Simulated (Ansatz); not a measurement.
# HfC (Fm-3m) in Ansatz: a series of runs

The runs below take HfC through density of states, with PBEsol, PBEsol+U.

All numbers are computed with Ansatz 0.2.0; they aren't measurements. Logs are shortened: lines on timing, memory, paths and dates and some standing lists are left out, and cuts for length are marked.

### 1 The crystal as given

Symmetry: Fm-3m, No. 225, cubic system. The conventional cell has a = 4.650 Å, b = 4.650 Å, c = 4.650 Å, α = 90.00°, β = 90.00°, γ = 90.00°. Around Hf (site symmetry m-3m) lie 6 C at 2.33 Å. C (site symmetry m-3m) is surrounded by 6 Hf at 2.33 Å.

### 2 Density of states, PBEsol

Contents of input.yaml:

```yaml
crystal:
  lattice:
    - [0.0, 2.325, 2.325]
    - [2.325, 0.0, 2.325]
    - [2.325, 2.325, 0.0]
  atoms:
    - { symbol: Hf, position: [0.5, 0.5, 0.5] }
    - { symbol: C, position: [0.0, 0.0, 0.0] }
kpoints:
  mp_grid: { grid: [10, 10, 10] }
scf:
  occupations: { method: fermi_dirac, width: 0.05 }
hamiltonian:
  xc: pbesol
  pseudopotentials: { kind: all_electron, lapw: { basis_error: 0.001 } }
output:
  forces: true
  stress: true
  eigenvalues: true
  dos: { projected: false, de: 0.1, e_range: [-20, 10] }
```

Potentials or basis: all-electron LAPW, scalar-relativistic.

Run with:

```console
> ansatz run input.yaml --threads 1 --pin off --max-ram 3072MiB --backend cpu --events-out ev --progress --plain --runs-dir out
```

Standard output:

```text
Warning: RAYON_NUM_THREADS=1 ignored (pool sized by the plan → 1); use --threads N
LAPW: plane waves up to 8.910 Å⁻¹, error target 1.0e-3 eV per atom; small_component_spin mean_spin; C in spheres of 0.956 Å, 6 of its electrons in bands, Dirac shells []; Hf in spheres of 1.369 Å, 42 of its electrons in bands, Dirac shells [] (how accurate: hamiltonian.pseudopotentials.lapw.basis_error, Limitations)
Engine: ansatz 0.2.0, aarch64-unknown-linux-gnu
Pseudopotentials: kind: all_electron
Pseudopotential: Hf, LAPW, valence charge 42, lapw/all_electron/scalar/gaussian/Hf, Koelling and Harmon's equation, gaussian nucleus
Pseudopotential: C, LAPW, valence charge 6, lapw/all_electron/scalar/gaussian/C, Koelling and Harmon's equation, gaussian nucleus
Functional definition: PBEsol
  exchange = pbesol_x
  correlation = pbesol_c
Crystal: 2 atoms, lattice volume = 25.136 Å³
Basis set: ecut = 302.45489038547646 eV, 307 PW (Γ), exchange–correlation at level 2
Bands: 29, of which v1, the nominal top of the filled ones, is band 24 counted from 1 (23 counted from 0)
Symmetry: 48 space group operations
Space group: Fm-3m (ITA 225), of the structure as read, at distance tolerance 2.9e-5 Å
k-points: 47 of 1000
Non-local potential: Hf, projectors of the file, none
Non-local potential: C, projectors of the file, none
Initial density: superposition of atomic densities (chi_scale 0.1, normalization cell, long waves kept (reshape's long-wave potential 0.00 eV rms))
Initial wavefunctions: plane waves of lowest kinetic energy (no species holds an atomic orbital)
Functional: x = pbesol(κ = 0.804, μ = 0.12345679012345678), c = pbesol(β = 0.046)
iter 1 solved again at ethr=1.14e-2 eV; its pass at ethr=1.00e-1 eV (dr2=5.49e0 eV) is discarded
SCF iter   1: F=—  HF=-411163.405869 eV  |F-HF|=—  |Δ(HF+E_count)|=         —  Δρ=1.24e-1  dr2=5.49e0  ethr=1.14e-2  ⟨swp⟩=2.0  Hψ=8142  notcnv=0
preconditioner: auto → none  [insulator: Δε(μ)=0.378 eV  Ē_g=18.060 eV  σ=0.050 eV  W_gap=0.57  n_scr=14 (ndim 8)  ℏωp=39.2 eV  f_vac=0.000  D(μ)=0.15/eV (n_scr^D=0)  ε∞_Penn≈5.7]
SCF iter   2: F=—  HF=-411162.515565 eV  |F-HF|=—  |Δ(HF+E_count)|=   8.90e-1  Δρ=7.82e-2  dr2=1.94e0  ethr=1.14e-2  ⟨swp⟩=3.0  Hψ=4169  notcnv=0
iter 3 solved again at ethr=4.42e-5 eV; its pass at ethr=4.04e-3 eV (dr2=2.12e-2 eV) is discarded
SCF iter   3: F=—  HF=-411161.531869 eV  |F-HF|=—  |Δ(HF+E_count)|=   9.84e-1  Δρ=1.15e-2  dr2=2.13e-2  ethr=4.42e-5  ⟨swp⟩=2.0  Hψ=7121  notcnv=0
SCF iter   4: F=—  HF=-411161.524653 eV  |F-HF|=—  |Δ(HF+E_count)|=         —  Δρ=4.86e-3  dr2=4.62e-3  ethr=4.42e-5  ⟨swp⟩=2.0  Hψ=4082  notcnv=0
the basis was enlarged: its passes take 266.9 KiB over the memory plan, 1 of 1 planned eigensolver slots
SCF iter   5: F=—  HF=-411161.523303 eV  |F-HF|=—  |Δ(HF+E_count)|=   1.35e-3  Δρ=9.51e-4  dr2=1.29e-4  ethr=9.62e-6  ⟨swp⟩=2.0  Hψ=4076  notcnv=0
SCF iter   6: F=—  HF=-411161.522965 eV  |F-HF|=—  |Δ(HF+E_count)|=   3.38e-4  Δρ=2.58e-4  dr2=1.42e-5  ethr=2.69e-7  ⟨swp⟩=2.4  Hψ=4138  notcnv=0
SCF iter   7: F=—  HF=-411161.522919 eV  |F-HF|=—  |Δ(HF+E_count)|=   4.56e-5  Δρ=1.97e-5  dr2=9.15e-8  ethr=2.96e-8  ⟨swp⟩=3.0  Hψ=4218  notcnv=0
SCF iter   8: F=-411161.522919 eV  HF=-411161.522919 eV  |F-HF|=2.33e-10  |Δ(HF+E_count)|=   3.28e-7  Δρ=9.78e-7  dr2=1.05e-10  ethr=1.91e-10  ⟨swp⟩=3.0  Hψ=4262  notcnv=0
SCF 1 converged in 8 iterations: F = -411161.522919 eV  dr2 = 1.05e-10
SCF converged after 8 iterations
Free energy (F): -411161.522919 eV
Harris-Foulkes:  -411161.522919 eV  (|F-HF|=2.33e-10)
Internal energy: -411161.520144 eV  (E = F + TS)
E sigma→0 (E₀):  -411161.521532 eV
Entropy (-TS):   -0.002775 eV (-1.388 meV/atom)
Fermi energy:    20.371739 eV
--- Per-component energies (eV) ---
  E_band       = -4277.925721
  E_kinetic    = 457329.479425
  E_xc         = -8434.131461
  E_electrostatic = -860056.868108  (all electrons and nuclei)
  E_smearing   = -0.002775  (= −TS)
  E_closure    = 0.000000  (closes the sum)
  E_atoms      = -411142.005238  (free atoms, spherical and without spin; not in F)
  Σ components = -411161.522919   (vs F -411161.522919, Δ=0.00e0)
  Basis errors (estimates in eV, not in F): energy 3.6e-4 per atom: plane waves 3.2e-4 (1.8e-4 summed), levels above the bands 2.4e-61, relativity 3.2e-8, radial functions 3.8e-5, core shells 1.1e-7; eigenvalues (radial functions only) 4.1e-6; not estimated: angular momenta, meshes, grids; target (lapw.basis_error) 1.0e-3; muffin-tin radii C 0.956 Å, Hf 1.369 Å
--- Forces (eV/Å), atoms counted from 1 ---
  atom   1  Hf     0.00000000    -0.00000000    -0.00000000
  atom   2  C     -0.00000000     0.00000000    -0.00000000
  max |Σ_I F_I| component: 1.35e-30 eV/Å
--- Stress (GPa, compression-positive) ---
       -6.475072      -0.000000       0.000000
       -0.000000      -6.475072      -0.000000
        0.000000      -0.000000      -6.475072
  P = ⅓ Tr σ = -6.4751 GPa (-64.751 kbar)
--- Band table (eV; the first three rows and the last of 47) ---
  k-point 0: bands = ["-351.8817", "-351.8817", "-351.8817", "-242.9306", "-179.9714", "-179.9714", "-179.9714", "-179.9540", "-179.9540", "-40.7395", "-9.1962", "-9.1962", "-9.1962", "8.0227", "9.2811", "9.2897", "9.2897", "9.2897", "9.3713", "9.3713", "9.3713", "21.4043", "21.4043", "21.4043", "21.6441", "21.6441", "21.6441", "23.6603", "23.6603"]
  k-point 1: bands = ["-351.8817", "-351.8817", "-351.8817", "-242.9306", "-179.9714", "-179.9714", "-179.9714", "-179.9540", "-179.9540", "-40.7356", "-9.2658", "-9.2030", "-9.2030", "8.2657", "9.2847", "9.2955", "9.2955", "9.2964", "9.3659", "9.3659", "9.3716", "19.9786", "20.3706", "20.3706", "22.0675", "22.0675", "22.4727", "24.7842", "24.7842"]
  k-point 2: bands = ["-351.8817", "-351.8817", "-351.8817", "-242.9306", "-179.9714", "-179.9714", "-179.9714", "-179.9540", "-179.9540", "-40.7255", "-9.4433", "-9.2205", "-9.2205", "8.8854", "9.2949", "9.3108", "9.3108", "9.3524", "9.3524", "9.3722", "9.3768", "18.1975", "19.1101", "19.1101", "22.8103", "22.8103", "23.0141", "26.7767", "26.7767"]
  k-point 46: bands = ["-351.8817", "-351.8817", "-351.8817", "-242.9306", "-179.9714", "-179.9714", "-179.9714", "-179.9540", "-179.9540", "-40.6852", "-9.6728", "-9.5598", "-9.4427", "9.2760", "9.3140", "9.3186", "9.3186", "9.3400", "9.3461", "9.3461", "10.6855", "17.5711", "17.5726", "17.6696", "22.9731", "24.9533", "27.0306", "27.2170", "28.6613"]
```

It took 9.6 s on 1 thread of Arm Neoverse V2, shared host; peak memory 0.31 GiB.

What came out:

- Free energy: -411161.5229 eV
- Pressure: -6.5 GPa
- Band gap on the k mesh: none (metal or under the smearing width)

States per cell in windows of 1 eV (zero at the Fermi level; states under -8 eV left out):
| from (eV) | total |
| --- | --- |
| -8.0 | 0.00 |
| -7.0 | 0.01 |
| -6.0 | 0.30 |
| -5.0 | 0.86 |
| -4.0 | 0.69 |
| -3.0 | 2.88 |
| -2.0 | 0.95 |
| -1.0 | 0.33 |
| 0.0 | 0.31 |
| 1.0 | 0.53 |
| 2.0 | 0.72 |
| 3.0 | 0.87 |
| 4.0 | 1.33 |
| 5.0 | 1.94 |
| 6.0 | 1.34 |
| 7.0 | 0.94 |

The run has no spin-orbit coupling, so splittings on Hf are missing.

### 3 Density of states, PBEsol+U

Edit input.yaml of step 2 so:

```diff
@@ -15,2 +15,6 @@
   pseudopotentials: { kind: all_electron, lapw: { basis_error: 0.001 } }
+  hubbard:
+    sites: [{ species: Hf, l: d, u_eff: 2 }]
+    double_counting: fll
+    projectors: ortho-atomic
 output:
@@ -20 +24,2 @@
   dos: { projected: false, de: 0.1, e_range: [-20, 10] }
+  hubbard: {}
```

Potentials or basis: all-electron LAPW, scalar-relativistic.

Run with:

```console
> ansatz run input.yaml --threads 1 --pin off --max-ram 3072MiB --backend cpu --events-out ev --progress --plain --runs-dir out
```

Standard output:

```text
Warning: RAYON_NUM_THREADS=1 ignored (pool sized by the plan → 1); use --threads N
Hf: projections on atomic orbitals take those of the free atom 1s2 2s2 2p6 3s2 3p6 3d10 4s2 4p6 4d10 4f14 5s2 5p6 5d2 6s2, of charge +0.00 (hamiltonian.pseudopotentials.projection_atoms)
C: projections on atomic orbitals take those of the free atom 1s2 2s2 2p2, of charge +0.00 (hamiltonian.pseudopotentials.projection_atoms)
LAPW: plane waves up to 8.910 Å⁻¹, error target 1.0e-3 eV per atom; small_component_spin mean_spin; C in spheres of 0.956 Å, 6 of its electrons in bands, Dirac shells []; Hf in spheres of 1.369 Å, 42 of its electrons in bands, Dirac shells [] (how accurate: hamiltonian.pseudopotentials.lapw.basis_error, Limitations)
[... 7 set-up lines as earlier in the session ...]
[... 42 lines left out ...]
  Basis errors (estimates in eV, not in F): energy 3.7e-4 per atom: plane waves 3.2e-4 (1.8e-4 summed), levels above the bands 6.8e-60, relativity 3.2e-8, radial functions 4.3e-5, core shells 1.1e-7; eigenvalues (radial functions only) 4.1e-6; not estimated: angular momenta, meshes, grids; target (lapw.basis_error) 1.0e-3; muffin-tin radii C 0.956 Å, Hf 1.369 Å
--- Forces (eV/Å), atoms counted from 1 ---
  atom   1  Hf     0.00000000     0.00000000     0.00000000
  atom   2  C     -0.00000000     0.00000000     0.00000000
  max |Σ_I F_I| component: 6.74e-31 eV/Å
--- Stress (GPa, compression-positive) ---
       -3.229316       0.000000       0.000000
        0.000000      -3.229316      -0.000000
        0.000000      -0.000000      -3.229316
  P = ⅓ Tr σ = -3.2293 GPa (-32.293 kbar)
--- Band table (eV; the first three rows and the last of 47) ---
  k-point 0: bands = ["-352.0138", "-352.0138", "-352.0138", "-242.4789", "-180.1063", "-180.1063", "-180.1063", "-180.0859", "-180.0859", "-40.8801", "-9.3241", "-9.3241", "-9.3241", "8.1331", "9.1431", "9.1585", "9.1585", "9.1585", "9.2354", "9.2354", "9.2354", "21.5940", "21.5940", "21.5940", "22.1229", "22.1229", "22.1229", "23.8971", "23.8971"]
  k-point 1: bands = ["-352.0138", "-352.0138", "-352.0138", "-242.4789", "-180.1063", "-180.1063", "-180.1063", "-180.0859", "-180.0859", "-40.8759", "-9.3923", "-9.3306", "-9.3306", "8.3759", "9.1469", "9.1642", "9.1642", "9.1672", "9.2301", "9.2301", "9.2357", "20.2705", "20.6094", "20.6094", "22.5113", "22.5113", "22.8341", "25.0053", "25.0053"]
  k-point 2: bands = ["-352.0138", "-352.0138", "-352.0138", "-242.4789", "-180.1063", "-180.1063", "-180.1063", "-180.0859", "-180.0859", "-40.8631", "-9.5671", "-9.3479", "-9.3479", "8.9373", "9.1572", "9.1791", "9.1791", "9.2169", "9.2169", "9.2363", "9.3157", "18.4828", "19.3553", "19.3553", "23.2538", "23.2538", "23.3419", "26.9867", "26.9867"]
  k-point 46: bands = ["-352.0138", "-352.0138", "-352.0138", "-242.4775", "-180.1063", "-180.1063", "-180.1063", "-180.0859", "-180.0859", "-40.8253", "-9.7897", "-9.6787", "-9.5641", "9.1612", "9.1797", "9.1834", "9.1838", "9.2014", "9.2129", "9.2131", "10.9446", "17.7518", "17.7981", "17.9754", "23.2941", "25.3250", "27.3225", "27.4719", "28.7823"]
Occupation matrices written to <dir>
--- Occupation matrices: 1 shell (run DFT+U table (ortho-atomic); ε = 1.06e-2) ---
  Hf0 d_5D: site group Oh (m-3m)
  Hf0 d_5D -      Tr n = 1.3993  λ = 0.230 0.230 0.230 0.354 0.354  [3× xz 0.33 (T2g 1.00) T2g(1.00) | 2× z2 0.50 (Eg 1.00) Eg(1.00)]
  Tr n, λ and their labels are of the run-group-symmetrised matrices; stabiliser: 96 of 96 elements of G0×{1,Θ} (closed), max defect 9.6e-16 at τ = 2.3e-3
```

dos.tsv:

```text
# E-E_F[eV]	g_bin_mean(E)[states/eV]	N(E)
# format = ansatz-dos/2
# fermi_ev = 20.649821
# fermi_mp_grid = 10 10 10
# fermi_mp_shift = 0 0 0
# tetrahedron_fermi_ev = 20.632171
# g_bin_mean(E): the states in a bin one row spacing wide, centred on E, divided by that spacing. States that the method places at a single energy (under output.dos.method: tetrahedron, those of a tetrahedron whose four corners have one energy) are counted whole in the row whose bin holds that energy (on the edge of two bins, in the lower row). The sum of g_bin_mean over a run of rows, times the row spacing, is the number of states from half a spacing under the first of them to half a spacing over the last (a plain sum, not the trapezoid rule).
-20.000000	0.000000e0	2.600000e1
-19.900000	0.000000e0	2.600000e1
-19.800000	0.000000e0	2.600000e1
-19.700000	0.000000e0	2.600000e1
-19.600000	0.000000e0	2.600000e1
-19.500000	0.000000e0	2.600000e1
[... 293 lines left out ...]
9.900000	3.026220e-1	5.790171e1
10.000000	2.372065e-1	5.792838e1
```

occupations.tsv:

```text
# site	symbol	l	channel	k	occupation	cluster	real_ylm_label	real_ylm_weight	cubic_label	cubic_weight	pseudocubic_irrep	site_irrep	w_site_irrep	cell_site_irrep	w_cell_site_irrep
# projection_atom_Hf: 1s2 2s2 2p6 3s2 3p6 3d10 4s2 4p6 4d10 4f14 5s2 5p6 5d2 6s2
# projection_atom_C: 1s2 2s2 2p2
# site_irrep/w_site_irrep = the cluster's dominant irrep under the shell's site group (Mulliken, in the setting of the per-shell frame z, x; double-valued rows on a spinor block under rep=spin_orbital) and its weight, the cluster's purity; - without a site group
[... 9 lines left out ...]
0	Hf	2_5D	-	1	0.230396	0	xz	0.3333	xz	0.3333	T2g	T2g	1.0000	-	-
0	Hf	2_5D	-	2	0.230396	0	xz	0.3333	xz	0.3333	T2g	T2g	1.0000	-	-
0	Hf	2_5D	-	3	0.354080	1	z2	0.5000	z2	0.5000	Eg	Eg	1.0000	-	-
0	Hf	2_5D	-	4	0.354080	1	z2	0.5000	z2	0.5000	Eg	Eg	1.0000	-	-
# Tr n = 1.399349
```

It took 13 s on 1 thread of Arm Neoverse V2, shared host; peak memory 0.34 GiB.

What came out:

* Free energy: -411159.5194 eV
* Pressure: -3.2 GPa
* Band gap on the k mesh: none (metal or under the smearing width)

Levels at points of the mesh, in eV from the Fermi level:
```
             k point  band 21  band 22  band 23  band 24  band 25  band 26  band 27  band 28
  (0.00, 0.00, 0.00)   -11.41     0.94     0.94     0.94     1.47     1.47     1.47     3.25
 (0.00, 0.00, -0.50)    -8.55    -6.25    -3.09    -3.09     5.37     5.37     5.71     6.22
(0.00, -0.50, -0.50)   -10.43    -2.85    -1.68    -0.22    -0.22     5.17     6.81     6.81
```

States per cell in windows of 1 eV (zero at the Fermi level; states under -8 eV left out):
```tsv
from (eV)	total
-8.0	0.00
-7.0	0.01
-6.0	0.32
-5.0	0.91
-4.0	0.70
-3.0	2.80
-2.0	0.96
-1.0	0.32
0.0	0.28
1.0	0.50
2.0	0.70
3.0	0.89
4.0	1.26
5.0	1.98
6.0	1.53
7.0	1.00
```

Caveat: U without spin polarisation on a metal has little footing; the U is typed as a test and isn't derived for this compound. The run has no spin-orbit coupling, so splittings on Hf are missing.
